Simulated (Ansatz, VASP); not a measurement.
Ru: VASP beside Ansatz

File INCAR:

```
PREC     = Accurate       # precision mode
ENCUT    = 520            # plane-wave cutoff, eV
EDIFF    = 1E-7           # SCF threshold, eV
ISMEAR   = -1             # smearing method
SIGMA    = 0.08           # smearing width, eV
LREAL    = False          # projectors in reciprocal space
LASPH    = True           # aspherical terms in the spheres
NELM     = 100            # most SCF steps
ALGO     = Normal         # electronic algorithm
ISIF     = 2              # what is computed and relaxed
LWAVE    = False          # write WAVECAR
LCHARG   = True           # write CHGCAR
GGA      = PE             # functional
LELF     = True           # ELF
LVHAR    = True         
NBANDS   = 13             # bands
```

Contents of KPOINTS:

```
regular mesh
0
Gamma
  18 18 18
```

The input POSCAR:

```
Ru
1.0
   -1.2879344394      1.2879344394      1.2879344394
    1.2879344394     -1.2879344394      1.2879344394
    1.2879344394      1.2879344394     -1.2879344394
Ru
1
Direct
    0.0000000000      0.0000000000      0.0000000000
```

Input for Ansatz:

```yaml
crystal:
  lattice:
    - [-1.2879344394, 1.2879344394, 1.2879344394]
    - [1.2879344394, -1.2879344394, 1.2879344394]
    - [1.2879344394, 1.2879344394, -1.2879344394]
  atoms:
    - { symbol: Ru, position: [0.0, 0.0, 0.0] }
kpoints:
  mp_grid: { grid: [18, 18, 18] }
scf:
  occupations: { method: fermi_dirac, width: 0.08 }
hamiltonian:
  xc: pbe
  pseudopotentials: { kind: paw }
output:
  forces: true
  stress: true
  eigenvalues: true
  populations: true
```

Change from the starting cell: volume scaled by 0.6, PAW files.

Alike in both runs: task single point; functional PBE; k mesh 18 × 18 × 18; occupations fermi-dirac, width 0.08 eV; no spin polarisation.

|  | VASP | Ansatz |
| --- | --- | --- |
| version | VASP 6.6.1 | Ansatz 0.2.0 |
| potentials or method | VASP PAW PBE potentials, release 64 (Ru_pv) | PAW with Ansatz's default frozen-core files, scalar-relativistic |
| plane-wave cutoff (eV) | 520 | 420 |
| valence electrons in the cell | 14 | 16 |

```csv
,VASP,Ansatz,Ansatz less VASP
pressure (GPa),468.6,461.3,-7.24
```

The two sets of potentials don't hold the same shells in valence.

Caveats: the cell as given lies far from equilibrium; so large a pressure means that the cell lies far from this level's equilibrium, or that cutoff or potentials fall short (VASP).
